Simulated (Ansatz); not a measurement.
**TiO₂ (I4_1/amd), random displacements**

Level of theory: Ansatz 0.2.0, DFT PBE, scalar-relativistic, plane waves, PAW. Settings: plane waves to 420 eV, k-mesh 10×10×10 (Γ-centred), Gaussian smearing 0.05 eV. No spin polarisation. Energies are free energies at this smearing, counted from the undisturbed cell; pressure is positive in compression.

Reference structure (relaxed at this level):

```
CELL_PARAMETERS angstrom
-1.89961 1.89961 4.84845
1.89961 -1.89961 4.84845
1.89961 1.89961 -4.84845
ATOMIC_POSITIONS crystal
Ti 0.00000 0.00000 0.00000
Ti 0.75000 0.25000 0.50000
O 0.20651 0.20651 0.00000
O 0.95651 0.45651 0.50000
O 0.54349 0.04349 0.50000
O 0.79349 0.79349 0.00000
```

The atoms are displaced (Å, in the unstrained cell):

| atom | ux | uy | uz |
| --- | --- | --- | --- |
| Ti1 | 0.120 | -0.182 | -0.206 |
| Ti2 | -0.345 | 0.142 | 0.074 |
| O3 | -0.107 | -0.496 | 0.043 |
| O4 | 0.039 | 0.223 | 0.119 |
| O5 | 0.390 | 0.311 | -0.195 |
| O6 | -0.097 | 0.002 | 0.166 |

Strain (Voigt, engineering shear): (0.0372, -0.0593, 0.0098, -0.0369, 0.0430, 0.0239).

(1) What are the energy change, the stress and the forces?

## Answers

(1) ΔE = 1829.7 meV/atom; stress (xx, yy, zz, yz, xz, xy; compression positive) (18.30, 149.33, 57.28, -45.57, -21.51, 4.34) GPa; gap on the mesh 2.72 eV.
```
atom Fx (eV/Å) Fy Fz
 Ti1      -3.62   16.35   1.39
 Ti2      -0.31  -29.58  10.94
  O3       4.68   32.10  -9.62
  O4      -0.37   -0.05  -0.76
  O5       1.84  -18.59   4.52
  O6      -2.22   -0.24  -6.47
```

Cost: 1 run of about 2.2 core-minutes, on AMD EPYC 7R43 (Zen 3) (shared hosts).